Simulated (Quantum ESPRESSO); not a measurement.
# MnS in Quantum ESPRESSO: convergence with density cutoff

The system is MnS.

```
Mn S
1.0
     0.00000    2.60450    2.60450
     2.60450    0.00000    2.60450
     2.60450    2.60450    0.00000
Mn S
1 1
Direct
  0.00369 0.00203 0.98863
  0.50638 0.51126 0.48776
```

The cell isn't the ideal one: atoms moved at random, drawn with an rms of 0.05 Å.

| Item | Value |
| --- | --- |
| Program | Quantum ESPRESSO 7.5 |
| Task | single point |
| Functional | PBE |
| Potentials or basis | JTH 2.0 PBE |
| Cutoff | 490 eV |
| Density cutoff | 1959 eV |
| k mesh | 6 × 6 × 6 |
| Occupations | cold, width 0.05 eV |
| Spin | collinear spin, ferromagnetic start |
| Starting moments | [4.0, 0.0] μB |

These are the settings of the first run; the series varies density cutoff, with any setting tied to it.

Hardware: 1 thread of Arm Neoverse V2, with other jobs on the host.

```
density cutoff  energy less the tightest run, at zero smearing (meV/atom)  SCF cycles  CPU time (s)  peak memory (GiB)
        144 Ry                                                      -4.04          13            80               0.13
        180 Ry                                                      -3.15          13            80               0.13
        216 Ry                                                      -1.30          13            81               0.15
        252 Ry                                                      -1.70          13            81               0.16
        288 Ry                                                      -0.76          13            81               0.17
        360 Ry                                                      -0.56          13            84               0.19
        432 Ry                                                      -0.32          13            86               0.23
        576 Ry                                                       0.00          13            88               0.32
```

Against the tightest run, the energy stays within 1 meV/atom from 288 Ry on. The tightest run that finished is the yardstick and may itself not be fully converged.

Caveat, for the tightest run too: the k mesh is coarse; a cell with one magnetic atom can't hold antiferromagnetic order, which such compounds often take.
